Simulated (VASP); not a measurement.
Write the native input for VASP 6.6.1 that does the following.

```
Task                   : relaxation of cell and atoms
Functional             : PBE
Dispersion             : D3(BJ)
Potentials or basis    : VASP PAW PBE potentials, release 64 (O, Li_sv)
Cutoff                 : 600 eV
k mesh                 : 10 × 10 × 10
Occupations            : gaussian, width 0.02 eV
Spin                   : no spin polarisation
Further INCAR settings : ALGO = Normal; EDIFF = 1e-06; IBRION = 2; EDIFFG = -0.005; NSW = 60; ISIF = 3
```

The structure of Li2O lies in POSCAR:

```
Li2O
1.0
    0.0000000000      2.3000000000      2.3000000000
    2.3000000000      0.0000000000      2.3000000000
    2.3000000000      2.3000000000      0.0000000000
O Li
1 2
Direct
    0.0000000000      0.0000000000      0.0000000000
    0.2500000000      0.2500000000      0.2500000000
    0.7500000000      0.7500000000      0.7500000000
```

The cell was built by a generator and needn't be a form met in nature.

These files were run (other wordings do the same):

INCAR

```
PREC     = Accurate       # precision mode
ENCUT    = 600            # plane-wave cutoff, eV
EDIFF    = 1E-6           # SCF threshold, eV
ISMEAR   = 0              # smearing method
SIGMA    = 0.02           # smearing width, eV
LREAL    = False          # projectors in reciprocal space
LASPH    = True           # aspherical terms in the spheres
NELM     = 120            # most SCF steps
ALGO     = Normal         # electronic algorithm
ISIF     = 3              # what is computed and relaxed
LWAVE    = False          # write WAVECAR
LCHARG   = False          # write CHGCAR
GGA      = PE             # functional
IVDW     = 12             # dispersion correction
IBRION   = 2              # ionic algorithm
NSW      = 60             # ionic steps
EDIFFG   = -0.005         # ionic threshold
```

KPOINTS

```
regular mesh
0
Gamma
  10 10 10
```

Potentials or basis: VASP PAW PBE potentials, release 64 (O, Li_sv).

Launch:

```console
$ cat potpaw_PBE.64/O/POTCAR potpaw_PBE.64/Li_sv/POTCAR > POTCAR
$ mpirun -np 1 vasp_std > vasp.out
```

Results of the run:

```
Relaxed volume                         : 7.69 Å³/atom
Relaxed cell                           : a = 3.196 Å, b = 3.196 Å, c = 3.196 Å, α = 60.00°, β = 60.00°, γ = 60.00°
Space group after relaxing (to 0.05 Å) : Fm-3m (No. 225)
Energy gained by relaxing              : 5.9 meV/atom
Ionic steps                            : 4
Pressure after relaxing                : 0.0 GPa
Band gap on the k mesh                 : 5.10 eV, indirect (least direct gap 5.77 eV)
Dispersion energy per atom             : -0.283 eV
```

Caveat: the cutoff is under 1.25 times the usual one of these potentials, so pressure, stress and relaxed cells hold a basis-set (Pulay) error.

It took 21 s on 1 thread of Intel(R) Xeon(R) 6975P-C (Granite Rapids), on a shared host, peak memory 0.16 GiB.
